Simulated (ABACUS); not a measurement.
**Li: equation of state with PBE**

The system is Li.

```
Li
1.0
    -1.75465    1.75465    1.75465
     1.75465   -1.75465    1.75465
     1.75465    1.75465   -1.75465
Li
1
Direct
  0.00000 0.00000 0.00000
```

```
Program                                       : ABACUS 3.10.1
Task                                          : equation of state
Functional                                    : PBE
Potentials or basis                           : PseudoDojo NC SR 0.4.1 PBE standard
Cutoff                                        : 1361 eV
Density cutoff                                : 5442 eV
Basis                                         : TZDP LCAO (the cutoffs set its grid)
k mesh                                        : 11 × 11 × 11
Occupations                                   : fermi-dirac, width 0.05 eV
Spin                                          : no spin polarisation
Orbital files                                 : Li Li_confined-atom_8au_4s2p1d.orb
Radial cutoff of the potentials (pseudo_rcut) : 10 bohr
SCF threshold on the density                  : 1e-07
Max SCF steps                                 : 100
Eigensolver                                   : genelpa
Mixing                                        : broyden
Mixing share                                  : 0.7
Symmetry key                                  : 1
Bands                                         : 6
```

```
Equilibrium volume : 20.22 Å³/atom (rough: see the caveat)
Bulk modulus       : 13.7 GPa (rough)
```

Energy against volume, from the lowest point:
```tsv
volume (Å³/atom)	energy (meV/atom)
20.312	0.00
20.744	0.53
21.177	1.79
21.609	3.68
22.041	6.17
22.473	9.22
22.905	12.75
```

All runs of the series together: 20 s on 4 threads of AMD EPYC 7B13 (Zen 3), on a shared host.

Caveat: the atomic orbitals were generated for these runs and aren't a published set; the minimum lies outside the volumes run; the basis of atomic orbitals isn't converged, which shifts pressures, moduli and gaps.
